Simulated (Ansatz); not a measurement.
Tl (diamond type), DFT, PBE, PAW with Ansatz's default frozen-core files, scalar-relativistic (Ansatz 0.2.0), on 1 thread of Arm Neoverse V1 (shared host).

Command: `ansatz run input.yaml --threads 1 --pin off --max-ram 2048MiB --backend cpu --events-out ev --progress --plain --runs-dir out`

```yaml
crystal:
  lattice:
    - [0.0, 3.161068122, 3.161068122]
    - [3.161068122, 0.0, 3.161068122]
    - [3.161068122, 3.161068122, 0.0]
  atoms:
    - { symbol: Tl, position: [-0.125, -0.125, -0.125] }
    - { symbol: Tl, position: [0.125, 0.125, 0.125] }
kpoints:
  mp_grid: { grid: [10, 10, 10] }
scf:
  occupations: { method: fermi_dirac, width: 0.05 }
hamiltonian:
  xc: pbe
  pseudopotentials: { kind: paw }
output:
  forces: true
  stress: true
  eigenvalues: true
  populations: true
```

(1) How large is the problem that the program sets up?

(2) About how long does it take?

Answers

(1) 47 irreducible k-points, 1243 plane waves at Γ, 17 bands.

(2) 3.6 s of wall time for 6 SCF iterations. Times on shared machines scatter by tens of per cent.
